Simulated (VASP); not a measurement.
# Pr (P6_3/mmc) in VASP: single point with PBE

Aim: the single point of Pr with PBE.

All numbers are computed with VASP 6.6.1; they aren't measurements. Logs are shortened: lines on timing, memory, paths and dates and some standing lists are left out, and cuts for length are marked.

## 1. The crystal as given

Symmetry: P6_3/mmc, No. 194, hexagonal system. The conventional cell has a = 3.655 Å, b = 3.655 Å, c = 5.970 Å, α = 90.00°, β = 90.00°, γ = 120.00°. Pr (site symmetry -6m2) is surrounded by 12 Pr at 3.66 Å.

The cell was built by a generator and needn't be a form met in nature.

## 2. Single point, PBE, collinear spin, typed start

File INCAR:

```
PREC = Accurate
ENCUT = 520
EDIFF = 1E-6
ISMEAR = 0
SIGMA = 0.05
LREAL = F
LASPH = T
NELM = 150
ALGO = Fast
ISIF = 2
LWAVE = F
LCHARG = F
ISPIN = 2
MAGMOM = 2 2
LORBIT = 11
LMAXMIX = 6
GGA = PE
NBANDS = 24
```

File KPOINTS:

```
Automatic mesh
0
Gamma
  6 6 4
```

File POSCAR:

```
Pr
1.0
    3.6552103579      0.0000000000      0.0000000000
   -1.8276051790      3.1655050261      0.0000000000
    0.0000000000      0.0000000000      5.9701769180
Pr
2
Direct
    0.3333333333      0.6666666667      0.7500000000
    0.6666666667      0.3333333333      0.2500000000
```

Potentials or basis: VASP PAW PBE potentials, release 64 (Pr).

The run is started by

```console
$ cat potpaw_PBE.64/Pr/POTCAR > POTCAR
$ mpirun -np 1 vasp_std > vasp.out
```

OUTCAR:

```text
PREC = Accurate
   ENCUT = 520
   EDIFF = 1E-6
   ISMEAR = 0
   LREAL = F
   LASPH = T
   NELM = 150
   ISIF = 2
   ISPIN = 2
   LORBIT = 11
   GGA = PE

 ion  position               nearest neighbor table
   1  0.333  0.667  0.750-
   2  0.667  0.333  0.250-

  LATTYP: Found a hexagonal cell.
 ALAT       =     3.6552103579
 C/A-ratio  =     1.6333333334

  Lattice vectors:

 A1 = (   3.6552103579,   0.0000000000,   0.0000000000)
 A2 = (  -1.8276051790,   3.1655050261,   0.0000000000)
 A3 = (   0.0000000000,   0.0000000000,   5.9701769180)

Analysis of symmetry for initial positions (statically):
=====================================================================
 Subroutine PRICEL returns:
 Original cell was already a primitive cell.

 Routine SETGRP: Setting up the symmetry group for a
 hexagonal supercell.

 Subroutine GETGRP returns: Found 24 space group operations
 (whereof 12 operations were pure point group operations)
 out of a pool of 24 trial point group operations.

The static configuration has the point symmetry D_3d.
 The point group associated with its full space group is D_6h.

Analysis of symmetry for dynamics (positions and initial velocities):
=====================================================================
 Subroutine PRICEL returns:
 Original cell was already a primitive cell.

 Routine SETGRP: Setting up the symmetry group for a
 hexagonal supercell.

 Subroutine GETGRP returns: Found 24 space group operations
 (whereof 12 operations were pure point group operations)
 out of a pool of 24 trial point group operations.

The dynamic configuration has the point symmetry D_3d.
 The point group associated with its full space group is D_6h.

Analysis of structural, dynamic, and magnetic symmetry:
=====================================================================
 Subroutine PRICEL returns:
 Original cell was already a primitive cell.

 Routine SETGRP: Setting up the symmetry group for a
 hexagonal supercell.

 Subroutine GETGRP returns: Found 24 space group operations
 (whereof 12 operations were pure point group operations)
 out of a pool of 24 trial point group operations.

The overall configuration has the point symmetry D_3d.
[... 114 lines left out ...]
   IMIX   =      4    mixing-type and parameters
     AMIX     =   0.40;   BMIX     =  1.00
     AMIX_MAG =   1.60;   BMIX_MAG =  1.00
  volume/ion in A,a.u.               =      34.54       233.08
  Fermi-wavevector in a.u.,A,eV,Ry     =   1.182003  2.233661 19.009109  1.397130
  Thomas-Fermi vector in A             =   2.318265
   LORBIT       =     11    0 simple, 1 ext, 2 COOP (PROOUT), +10 PAW based schemes
   GGA     = PE    functional components
   LHFCALC =     F    Hartree Fock is set to
   AEXX    =    0.0000 exact exchange contribution
   IVDW    =     0    specifies the selected vdW correction
   LEPSILON=     F    determine dielectric tensor
   LRPA    =     F    only Hartree local field effects (RPA)
 spin polarized calculation
 RMM-DIIS sequential band-by-band and
 Gauss-broadening in eV      SIGMA  =   0.05
  energy-cutoff  :      520.00
  volume of cell :       69.08
 maximum number of plane-waves:      1872
 NGX is ok and might be reduce to    28
   NGX = 13   NGY = 13   NGZ = 23

 number of electron      25.9999996 magnetization       5.8748019

 Free energy of the ion-electron system (eV)
  ---------------------------------------------------
  ext. energy  EPLUGINS =         0.00000000
  ---------------------------------------------------
  free energy    TOTEN  =       -10.84901971 eV

  energy without entropy =      -10.82714256  energy(sigma->0) =      -10.83808114

 E-fermi :   6.0489     XC(G=0):  -9.9070

 val. band max:        6.0438710392   @ k =   0.1667   0.0000   0.2500
 cond. band min:       6.0572419236   @ k =   0.3333   0.3333   0.2500
 fundamental gap:      0.0133708843
 Fermi energy:         6.0489154945

 spin component 1

 k-point     1 :       0.0000    0.0000    0.0000
  band No.  band energies     occupation
      1     -29.9574      1.00000
      2     -29.7899      1.00000
      3     -12.6475      1.00000
      4     -11.4932      1.00000
      5     -11.4932      1.00000
      6     -11.3505      1.00000
[... 556 lines left out ...]
     23       7.1451      0.00000
     24       7.2681      0.00000
 Fermi energy:         6.0489154945

 spin component 2

 k-point     1 :       0.0000    0.0000    0.0000
  band No.  band energies     occupation
      1     -28.8075      1.00000
      2     -28.6328      1.00000
      3     -11.7233      1.00000
      4     -10.5575      1.00000
      5     -10.5575      1.00000
      6     -10.3929      1.00000
[... 556 lines left out ...]
     23       8.1969      0.00000
     24       8.3395      0.00000

------------------------ aborting loop because EDIFF is reached ----------------------------------------

  FORCE on cell =-STRESS in cart. coord.  units (eV):
  Direction    XX          YY          ZZ          XY          YZ          ZX
  --------------------------------------------------------------------------------------
  -------------------------------------------------------------------------------------
  Total       -0.2479254     -0.2479254     -0.5739366      0.0000000      0.0000000      0.0000000
  in kB       -5.7502803     -5.7502803    -13.3116515      0.0000000      0.0000000      0.0000000
  external PRESSURE =      -8.2707374 kB  Pullay stress =       0.0000000 kB

 VOLUME and BASIS-vectors are now :
 -----------------------------------------------------------------------------
  energy-cutoff  :      520.00
  volume of cell :       69.08
      direct lattice vectors                 reciprocal lattice vectors
     3.655210358  0.000000000  0.000000000     0.273582066  0.157952679  0.000000000
    -1.827605179  3.165505026  0.000000000     0.000000000  0.315905358  0.000000000
     0.000000000  0.000000000  5.970176918     0.000000000  0.000000000  0.167499224

 POSITION                                       TOTAL-FORCE (eV/Angst)
 -----------------------------------------------------------------------------------
     -0.00000      2.11034      4.47763        -0.000000      0.000000      0.000000
      1.82761      1.05517      1.49254         0.000000      0.000000      0.000000
 -----------------------------------------------------------------------------------
    total drift:                               -0.000000      0.000000     -0.000000

  FREE ENERGIE OF THE ION-ELECTRON SYSTEM (eV)
  ---------------------------------------------------
  free  energy   TOTEN  =       -10.8490197116 eV

  energy  without entropy=      -10.8271425637  energy(sigma->0) =      -10.83808114

 total charge

# of ion       s       p       d       f       tot
--------------------------------------------------
    1        1.998   5.275   0.587   2.181  10.041
    2        1.998   5.275   0.587   2.181  10.041
--------------------------------------------------
tot          3.995  10.550   1.175   4.361  20.082

 magnetization (x)

# of ion       s       p       d       f       tot
--------------------------------------------------
    1       -0.007  -0.023   0.198   2.140   2.308
    2       -0.007  -0.023   0.198   2.140   2.308
--------------------------------------------------
tot         -0.014  -0.046   0.397   4.279   4.616
```

stdout:

```text
POSCAR found type information on POSCAR Pr
 POSCAR found :  1 types and       2 ions
 scaLAPACK will be used
 LDA part: xc-table for (Slater+PW92), standard interpolation
 POSCAR, INCAR and KPOINTS ok, starting setup
 FFT: planning ... GRIDC
 FFT: planning ... GRID_SOFT
 FFT: planning ... GRID
 WAVECAR not read
 entering main loop
```

It took 13 min on 1 thread of Intel Xeon Platinum 8375C at 2.90GHz (Ice Lake), shared host; peak memory 0.25 GiB.

Results:

```yaml
Free_energy: -10.8490 eV
Pressure: -0.8 GPa
Band_gap_on_the_k_mesh: none (metal or under the smearing width)
Net_moment: 5.87 μB per cell
Site_moments: Pr +2.31 μB
Valence_electrons_inside_the_program's_atomic_spheres: Pr 10.04
```

Stress tensor (GPa, compression positive):
```
-0.58  0.00  0.00
 0.00 -0.58  0.00
 0.00  0.00 -1.33
```

Caveat: the magnetic or orbital state may not be the lowest; spin-orbit coupling is left out, which moves the levels of the heavy elements. The state reached can hang on the start; a lower one may exist.
